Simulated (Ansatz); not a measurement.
## Optical constants of Al2Ru

Method: DFT PBEsol, scalar-relativistic, plane waves, PAW (Ansatz). Cutoff 420 eV, 10×10×10 k-points (Γ-centred), Gaussian smearing of 0.01 eV. No spin polarisation.

Equilibrium structure at this level:
```
CELL_PARAMETERS angstrom
0.00000 3.98782 4.38497
2.35063 0.00000 4.38497
2.35063 3.98782 0.00000
ATOMIC_POSITIONS crystal
Al 0.07893 0.42107 0.07893
Al 0.42107 0.07893 0.42107
Al 0.17107 0.82893 0.17107
Al 0.82893 0.17107 0.82893
Ru 0.75000 0.75000 0.75000
Ru 0.50000 0.50000 0.50000
```

Independent-particle response (no local fields, no excitons) on a 16×16×16 mesh, broadened by 0.1 eV. Light polarised along z. The bands above those solved add 0.17 to ε₁ at zero frequency; that share is added as a constant.

Problem. Tabulate n, κ, the reflectivity and the absorption coefficient against photon energy.

Solution.
```tsv
E (eV)	n	κ	R	α (10⁵ cm⁻¹)
0.2	4.70	0.00	0.42	0.00
0.5	4.79	0.00	0.43	0.00
0.8	5.01	0.00	0.45	0.00
1.1	5.54	0.01	0.48	0.02
1.4	6.79	0.96	0.56	1.37
1.7	5.40	3.22	0.58	5.55
2.0	4.18	2.95	0.53	5.98
2.3	3.43	2.65	0.49	6.18
2.6	3.48	2.15	0.44	5.67
2.9	3.10	2.18	0.43	6.41
3.2	3.03	1.75	0.37	5.68
3.5	3.16	1.64	0.37	5.81
3.8	3.14	1.51	0.35	5.80
4.1	3.64	1.44	0.38	5.97
4.4	3.85	1.69	0.42	7.55
4.7	4.21	2.45	0.49	11.65
5.0	3.43	3.21	0.54	16.27
5.3	2.93	3.06	0.53	16.45
5.6	2.67	3.00	0.52	17.04
5.9	2.31	3.11	0.55	18.57
6.2	2.14	3.00	0.55	18.85
6.5	1.72	2.91	0.57	19.16
6.8	1.72	2.68	0.53	18.48
7.1	1.58	2.67	0.54	19.25
7.4	1.39	2.56	0.55	19.24
7.7	1.28	2.43	0.54	19.00
8.0	1.24	2.31	0.52	18.74
8.3	1.17	2.19	0.51	18.41
8.6	1.19	2.10	0.48	18.35
```

Problem. Where is the highest local maximum of ε₂ between 0.3 and 9 eV?

Solution. At 1.6 eV, where ε₂ = 37.1.

Problem. How do the static value and the gaps compare?

Solution. ε₁(0) = 21.91; on the self-consistent k mesh the Kohn–Sham gap is 0.08 eV and the least direct gap 1.23 eV.

Cost: 1 run of about 11 core-minutes, on Arm Neoverse V2 (shared hosts).